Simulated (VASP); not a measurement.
## Results of a VASP single-point calculation on ZnO (strained rocksalt)

POSCAR

```
Zn O
 1.0000000000000000
     0.0000000000000000    2.0221742046000002    2.0221742046000002
     2.0221742046000002    0.0000000000000000    2.0221742046000002
     2.0221742046000002    2.0221742046000002    0.0000000000000000
 Zn  O
   1   1
Cartesian
  0.0000000000000000  0.0000000000000000  0.0000000000000000
  2.0221742045999997  2.0221742045999997  2.0221742045999997
```

```
gap between bands v and c : 1.74 eV
least direct gap          : 3.85 eV
```

Band v is the last that the valence electrons fill when counted band by band, and c is the next. Levels in eV from the top of v:

```json
{"point": "Γ", "v−1": "-2.12", "v": "-2.12", "c": "1.74", "c+1": "18.79"}
{"point": "X", "v−1": "-3.87", "v": "-3.87", "c": "4.98", "c+1": "11.55"}
{"point": "K", "v−1": "-3.38", "v": "-1.83", "c": "6.98", "c+1": "10.49"}
{"point": "L", "v−1": "0.00", "v": "0.00", "c": "5.62", "c+1": "10.63"}
{"point": "W", "v−1": "-3.96", "v": "-2.41", "c": "8.00", "c+1": "11.23"}
```

Problem. Which of these levels of theory gave these results?
A. PBE with spin–orbit coupling
B. PBEsol
C. LDA
D. PBE0
E. HSE06
F. r²SCAN
G. PBE

Solution. G.

The INCAR was:

```
ISIF = 2
LASPH = .TRUE.
IBRION = -1
ISMEAR = -1
ENCUT = 520
NELM = 120
LWAVE = .FALSE.
LELF = .TRUE.
NBANDS = 16
EDIFF = 1E-7
LCHARG = .TRUE.
GGA = PE
LREAL = .FALSE.
SIGMA = 0.02
NSW = 0
PREC = Accurate
```
